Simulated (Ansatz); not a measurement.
Method: DFT PBE, scalar-relativistic, plane waves, PAW in Ansatz. Settings: cutoff 420 eV, Γ-centred meshes spaced at most about 0.3 Å⁻¹, and about 0.25 Å⁻¹ or finer for metals (2π included), Gaussian smearing. No spin polarisation.

Each guess is relaxed in cell and atoms at zero pressure, on a coarse mesh first where it starts far from rest and then on a converged one. The steps can't lower the symmetry of the start, but it can rise. Energies are static (0 K, no zero-point motion).

Two unrelaxed guesses for Zr₅N:

A.

```yaml
crystal:
  lattice:
    - [4.04458, 0.00000, 0.00000]
    - [-2.02229, 3.50271, 0.00000]
    - [0.00000, 0.00000, 7.83168]
  atoms:
    - { symbol: Zr, position: [0.33333, 0.66667, 0.68426] }
    - { symbol: Zr, position: [0.66667, 0.33333, 0.68426] }
    - { symbol: Zr, position: [0.66667, 0.33333, 0.31574] }
    - { symbol: Zr, position: [0.33333, 0.66667, 0.31574] }
    - { symbol: Zr, position: [0.00000, 0.00000, 0.00000] }
    - { symbol: N, position: [0.00000, 0.00000, 0.50000] }
```

B.

```yaml
crystal:
  lattice:
    - [4.52421, 0.00000, 0.00000]
    - [-2.26210, 3.91808, 0.00000]
    - [0.00000, 0.00000, 5.81176]
  atoms:
    - { symbol: Zr, position: [0.50000, 0.00000, 0.00000] }
    - { symbol: Zr, position: [0.00000, 0.50000, 0.00000] }
    - { symbol: Zr, position: [0.50000, 0.50000, 0.00000] }
    - { symbol: Zr, position: [0.00000, 0.00000, 0.72856] }
    - { symbol: Zr, position: [0.00000, 0.00000, 0.27144] }
    - { symbol: N, position: [0.00000, 0.00000, 0.00000] }
```

Task: Do they relax into the same structure? If not, which is lower?

Result: No. A ends lower, by 137 meV/atom. A: P6/mmm at 18.5 Å³/atom → P6/mmm at 20.3 Å³/atom; B: P6/mmm at 17.2 Å³/atom → P6/mmm at 32.3 Å³/atom. Counting Zr atoms around N (those within 1.25 times the shortest such distance or 1.15 times the sum of covalent radii; a plus sign parts nearer from farther groups), the end of A has N 2+12 and the end of B has N 2+6. End of A. Conventional cell: a = 5.140 Å, c = 5.320 Å. Around Zr on a site of symmetry 3m lie 2 Zr at 2.62–2.70 Å, 3 Zr at 2.97 Å, 3 Zr at 3.24 Å and 3 N at 3.26 Å; Zr on a site of symmetry 6/mmm is surrounded by 2 N at 2.66 Å and 12 Zr at 3.24 Å; N has 2 Zr at 2.66 Å and 12 Zr at 3.26 Å. End of B. Conventional cell: a = 5.361 Å, c = 7.782 Å. Around Zr on a site of symmetry mmm lie 4 Zr at 2.68 Å, 2 N at 2.68 Å and 4 Zr at 3.34 Å; Zr on a site of symmetry 6mm is surrounded by 1 N at 1.99 Å, 6 Zr at 3.34 Å and 2 Zr at 3.80–3.99 Å; around N lie 2 Zr at 1.99 Å and 6 Zr at 2.68 Å.

Ends held by symmetry can be saddle points. Neither end is the lowest form computed: that has space group P-6m2 (No. 187) and lies 1.12 eV/atom below the better end. Even the lowest of the cells shown lies +0.74 eV/atom against the elements. A magnetic state wasn't ruled out in cells without spin, among them P6/mmm at 20.3 Å³/atom, P6/mmm at 32.3 Å³/atom. Some structure types and database cells were kept out of the candidates from the start, so a known form may be missing.
